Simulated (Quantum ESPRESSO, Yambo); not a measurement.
# Quasiparticle gap of MoS2 (2H monolayer) in Yambo, part 2 of 3

Aim: the G0W0 gap of MoS2 (2H monolayer) on PBE with spin-orbit coupling, step by step.

Quantum ESPRESSO 7.5 and Yambo 5.3.0; PBE and many-body steps on it, plane waves. Known limits of the many-body steps: not at the basis limit.

So far. Step 2 (Ground state): The gap is direct, at (0.333, 0.333, 0.000). Step 3 (Bands along the symmetry lines): The gap is 1.598 eV, as in the run before at this level.

## Step 4: Empty states on the mesh, 6×6×1 mesh, 178 bands

Level of this step: DFT, PBE with spin-orbit coupling, plane waves, norm-conserving pseudopotentials (Quantum ESPRESSO).

The sums over transitions need many empty states on a uniform mesh; this step solves for them.

pw.in

```
&control
  calculation = 'nscf'
  prefix = 'x'
  outdir = 'o'
  pseudo_dir = 'pseudo'
/
&system
  ibrav = 0
  nat = 3
  ntyp = 2
  ecutwfc = 72.0
  nbnd = 178
  force_symmorphic = .true.
  noncolin = .true.
  lspinorb = .true.
/
&electrons
  conv_thr = 1e-9
  electron_maxstep = 80
  diago_full_acc = .true.
  diago_thr_init = 5e-6
/
ATOMIC_SPECIES
  Mo 95.95 Mo.upf
  S 32.06 S.upf
CELL_PARAMETERS angstrom
  3.1851812601 -0.0000000000 0.0000000000
  -1.5925906300 2.7584478869 0.0000000000
  0.0000000000 0.0000000000 16.0000000000
ATOMIC_POSITIONS crystal
  Mo 0.3333333333 0.6666666667 0.5000000000
  S 0.6666666667 0.3333333333 0.5976880399
  S 0.6666666667 0.3333333333 0.4023119601
K_POINTS automatic
  6 6 1 0 0 0
```

Started as:

```console
OMP_NUM_THREADS=1 mpirun -n 4 pw.x -nk 4 -in pw.in > pw.out
```

Output:

```text
[banner, memory and clock lines left out]
Program PWSCF v.7.5 starts

     Atomic positions and unit cell read from directory:
     o/x.save/

     Message from routine setup:
     using ibrav=0 with symmetry is DISCOURAGED, use correct ibrav instead

     G-vector sticks info

     bravais-lattice index     =            0
     lattice parameter (alat)  =       6.0191  a.u.
     unit-cell volume          =     948.6708 (a.u.)^3
     number of atoms/cell      =            3
     number of atomic types    =            2
     number of electrons       =        26.00
     number of Kohn-Sham states=          178
     kinetic-energy cutoff     =      72.0000  Ry
     charge density cutoff     =     288.0000  Ry
     Exchange-correlation= PBE
                           (   1   4   3   4   0   0   0)
     Non magnetic calculation with spin-orbit

     celldm(1)=   6.019120  celldm(2)=   0.000000  celldm(3)=   0.000000
     celldm(4)=   0.000000  celldm(5)=   0.000000  celldm(6)=   0.000000

     crystal axes: (cart. coord. in units of alat)
               a(1) = (   1.000000  -0.000000   0.000000 )
               a(2) = (  -0.500000   0.866025   0.000000 )
               a(3) = (   0.000000   0.000000   5.023262 )

     reciprocal axes: (cart. coord. in units 2 pi/alat)
               b(1) = (  1.000000  0.577350 -0.000000 )
               b(2) = (  0.000000  1.154701 -0.000000 )
               b(3) = ( -0.000000 -0.000000  0.199074 )
     Pseudo is Norm-conserving + core correction, Zval = 14.0
     Generated using ONCVPSP code by D. R. Hamann
     Using radial grid of 1640 points, 10 beta functions with:
     Pseudo is Norm-conserving + core correction, Zval =  6.0
     Generated using ONCVPSP code by D. R. Hamann
     Using radial grid of 1146 points, 10 beta functions with:
     Mo               14.00    95.95000     Mo( 1.00)
     S                 6.00    32.06000     S ( 1.00)

     12 Sym. Ops. (no inversion) found

   Cartesian axes

     site n.     atom                  positions (alat units)
         1        Mo     tau(   1) = (  -0.0000000   0.5773503   2.5116310  )
         2        S      tau(   2) = (   0.5000000   0.2886751   3.0023436  )
         3        S      tau(   3) = (   0.5000000   0.2886751   2.0209184  )

     number of k points=     7
                       cart. coord. in units 2pi/alat
        k(    1) = (   0.0000000   0.0000000   0.0000000), wk =   0.0277778
        k(    2) = (   0.0000000   0.1924501   0.0000000), wk =   0.1666667
        k(    3) = (   0.0000000   0.3849002   0.0000000), wk =   0.1666667
        k(    4) = (   0.0000000  -0.5773503   0.0000000), wk =   0.0833333
        k(    5) = (   0.1666667   0.2886751   0.0000000), wk =   0.1666667
        k(    6) = (   0.1666667   0.4811252   0.0000000), wk =   0.3333333
        k(    7) = (   0.3333333   0.5773503   0.0000000), wk =   0.0555556

     Dense  grid:    78259 G-vectors     FFT dimensions: (  36,  36, 180)

     The potential is recalculated from file :
     o/x.save/charge-density

     Starting wfcs are   36 randomized atomic wfcs +  142 random wfcs

     Band Structure Calculation

     End of band structure calculation

          k = 0.0000 0.0000 0.0000 (  9735 PWs)   bands (ev):

   -60.5859 -60.5859 -36.3143 -36.3143 -33.8825 -33.8825 -33.7342 -33.7342
   -13.8071 -13.8071 -12.5063 -12.5063  -5.3261  -5.3261  -2.3747  -2.3747
    -2.3104  -2.3104  -1.4960  -1.4960  -1.2805  -1.2805  -1.1961  -1.1961
[...]
[... 11 further rows ...]
[...]
35.0491  35.0492

          k = 0.0000 0.1925 0.0000 (  9742 PWs)   bands (ev):

[...]
[... 11 further rows ...]
[...]
35.3800  35.3800

          k = 0.0000 0.3849 0.0000 (  9806 PWs)   bands (ev):

[...]
17.7065  17.7065  18.2094  18.2094  18.4618  18.4618  20.0796  20.0796
     [... 11 further rows ...]
    36.3769  36.3769  36.4502  36.4502  37.3146  37.3146  37.3977  37.3977
    38.0085  38.0086

          k = 0.0000-0.5774 0.0000 (  9802 PWs)   bands (ev):

     [... further k-points ...]

     highest occupied, lowest unoccupied level (ev):     0.3243    1.9221

     XML data file, pseudopotentials, collected wavefunctions
```

Wall time 2.1 min (4 MPI ranks of Arm Neoverse V1, shared host); peak memory 1.5 GiB.

Numbers from this step:

```
gap                                                           : 1.598 eV
k of the valence top                                          : 0.3333, 0.3333, 0
k of the conduction bottom                                    : 0.3333, 0.3333, 0
least direct gap                                              : 1.598 eV
k points computed                                             : 7
lowest point of the top converged band, above the valence top : 34.72 eV
```

On this mesh the gap is 1.598 eV.

## Step 5: Conversion and set-up

This step: Yambo 5.3.0; conversion and set-up on PBE with spin-orbit coupling, plane waves, norm-conserving pseudopotentials.

The states are converted to the many-body program's format and the q mesh is built.

Started as:

```console
(cd o/x.save; p2y > p2y.log; mv SAVE ../..); yambo > setup.log
```

Output:

```text
 Yambo, version 5.3.0

 [02] CORE Variables Setup
 =========================

  [02.01] Unit cells
  ==================

  Cell kind             :  HCP
  Atoms in the cell     :  Mo  S
  number of Mo atoms    :  1
  number of S  atoms    :  2

  List of atomic masses
  Mass of Mo    :  95.95000
  Mass of S     :  32.06000

  List of atomic coordinates    : [cc]
  Mo1       : -0.23797E-09   3.4751       15.118      order 1
  S1       :   3.00956   1.73757  18.07147  order 2
  S2       :   3.00956   1.73757  12.16415  order 3

  Alat factors          :   6.01912   5.21271  30.23562 [a.u.]
  Direct lattice volume :  948.6708 [a.u.]
  Direct lattice vectors:  A[ 1 ]  A[ 2 ]  A[ 3 ]
   A[ 1 ]:  1.000000 -0.000000  0.000000  [iru]
   6.019120 -0.000000  0.000000  [cc]
   A[ 2 ]: -0.500000  1.000000  0.000000  [iru]
  -3.009560  5.212711  0.000000  [cc]
   A[ 3 ]:  0.000000  0.000000  1.000000  [iru]
    0.00000   0.00000  30.23562  [cc]

  Recip. lattice volume :  0.261471 [a.u.]
  Recip. lattice vectors:  B[ 1 ]  B[ 2 ]  B[ 3 ]
   B[ 1 ]:  1.000000  0.500000  0.000000  [iku]
   1.043871  0.602679 -0.000000  [cc]
   B[ 2 ]:  0.000000  1.000000  0.000000  [iku]
   0.000000  1.205358 -0.000000  [cc]
   B[ 3 ]:  0.000000  0.000000  1.000000  [iku]
  -0.000000 -0.000000  0.207807  [cc]

  [02.02] Symmetries
  ==================

  Inversion symmetry    : yes
  Spatial inversion     : no
  Inversion index       :  13
  K-space Time-reversal : yes
  Magnetic symmetries   : no
  Time-reversal derived K-space symmetries:  13  24
  Group table correct   : yes
  Symmetries units      :  [cc]

   [S  1]:   1.0000       0.0000       0.0000      0.11044E-15   1.0000       0.0000       0.0000       0.0000       1.0000
   [S  2]:  -1.0000       0.0000       0.0000      0.36252E-10   1.0000       0.0000       0.0000       0.0000      -1.0000
   [S  3]: -0.500000  0.866025  0.000000 -0.866025 -0.500000  0.000000  0.000000  0.000000  1.000000
[...]
[S  9]: -0.500000 -0.866025  0.000000  0.866025 -0.500000  0.000000  0.000000  0.000000 -1.000000
   [S 10]: -0.500000  0.866025  0.000000 -0.866025 -0.500000  0.000000  0.000000  0.000000 -1.000000
     [... 12 further rows ...]
   [S*23]: -0.500000 -0.866025 -0.000000 -0.866025  0.500000 -0.000000 -0.000000 -0.000000 -1.000000
   [S*24]: -0.500000  0.866025 -0.000000  0.866025  0.500000 -0.000000 -0.000000 -0.000000 -1.000000

  [02.03] Reciprocal space
  ========================

  nG shells         :   3782
  nG charge         :   78259
  nG WFs            :  12091
  nC WFs            :   9806
  G-vecs. in first 80 shells:  [ Number ]
    1   3   5   7   9  11  17  29  31
    43   55   57   69   81   83   95   97  109
   121  123  129  141  153  165  177  189  191
[...]
767   779   791   803   815   839   851   863
  ...
  Shell energy in first 80 shells:  [ mHa ]
[...]
K/Q-points units:
  rlu = crystal or reduced units; cc = cartesian coordinates; iku = interal k-units

  K [1]          [rlu]:  0.000000  0.000000  0.000000
         WF components:   9735
  K [2]          [rlu]:  0.000000  0.166667  0.000000
         WF components:   9742
  K [3]          [rlu]:  0.000000  0.333333  0.000000
         WF components:   9806
  K [4]          [rlu]:  0.000000 -0.500000  0.000000
         WF components:   9802
  K [5]          [rlu]:  0.166667  0.166667  0.000000
         WF components:   9798
  K [6]          [rlu]:  0.166667  0.333333  0.000000
         WF components:   9798
  K [7]          [rlu]:  0.333333  0.333333  0.000000
         WF components:   9804

  [02.05] Energies & Occupations
  ==============================

  [X] === General ===
  [X] Electronic Temperature                        :  0.000000  0.000000 [eV K]
  [X] Bosonic    Temperature                        :  0.000000  0.000000 [eV K]
  [X] Finite Temperature mode                       : no
  [X] El. density                                   :  0.18495E+24 [cm-3]
  [X] Fermi Level                                   :  0.324314 [eV]

  [X] === Gaps and Widths ===
  [X] Conduction Band Min                           :  1.597816 [eV]
  [X] Valence Band Max                              :  0.000000 [eV]
  [X] Filled Bands                                  :  26
  [X] Empty Bands                                   :   27  178
  [X] Direct Gap                                    :  1.597816 [eV]
  [X] Direct Gap localized at k                     :   7
  [X] Indirect Gap                                  :  1.597816 [eV]
  [X] Indirect Gap between kpts                     :   7   7
  [X] Last valence band width                       :  1.013863 [eV]
  [X] 1st conduction band width                     :  1.055872 [eV]

  E @ K [1]:  [eV]
  -60.91023 -60.91023 -36.63863 -36.63863 -34.20681 -34.20681 -34.05848 -34.05848
[...]
occ @ K [1]
[...]
E @ K [2]:  [eV]
[...]
occ @ K [2]
[...]
E @ K [3]:  [eV]
[...]
occ @ K [3]
[...]
E @ K [4]:  [eV]
[...]
occ @ K [4]
[...]
E @ K [5]:  [eV]
[...]
occ @ K [5]
[...]
E @ K [6]:  [eV]
[...]
occ @ K [6]
[...]
E @ K [7]:  [eV]
[...]
occ @ K [7]
[...]
0.000000  0.000000  0.000000  0.000000  0.000000  0.000000  0.000000  0.000000
   0.000000  0.000000  0.000000  0.000000  0.000000  0.000000  0.000000  0.000000

 [03] Transferred momenta grid and indexing
 ==========================================

 IBZ Q-points                                      :   7
 BZ  Q-points                                      :   36

 K/Q-points units:
 rlu = crystal or reduced units; cc = cartesian coordinates; iku = interal k-units

 Q [1]          [rlu]:  0.000000  0.000000  0.000000
 Q [2]          [rlu]:  0.21255E-16  0.16667       0.0000
 Q [3]          [rlu]:  0.42510E-16  0.33333       0.0000
 Q [4]          [rlu]: -0.63764E-16 -0.50000       0.0000
 Q [5]          [rlu]:  0.166667  0.166667  0.000000
 Q [6]          [rlu]:  0.166667  0.333333  0.000000
 Q [7]          [rlu]:  0.333333  0.333333  0.000000

  [03.01] X indexes
  =================

   [03.01.01] Sigma indexes
   ========================

 [06] Game Over & Game summary
```

Run time: 3.5 s. Hardware: 1 MPI rank; peak memory 0.25 GiB.

(Part 2 of 3 ends here.)

[Paths, hosts, dates, memory and timing lines, banners, echoed tables and standing remarks are left out of the program output.]

[Logs are printed without paths, hosts, clocks, repeated set-up lines and the standing remarks that a program may print on its own settings, such as how far it seeks lower states.]

[Runs of the session that timed out or met a known fault of the program may be left out.]

[Hosts, paths, dates, database ids (printed as entryN), source tags and the programs' standing remarks are cut or masked in the printed files.]
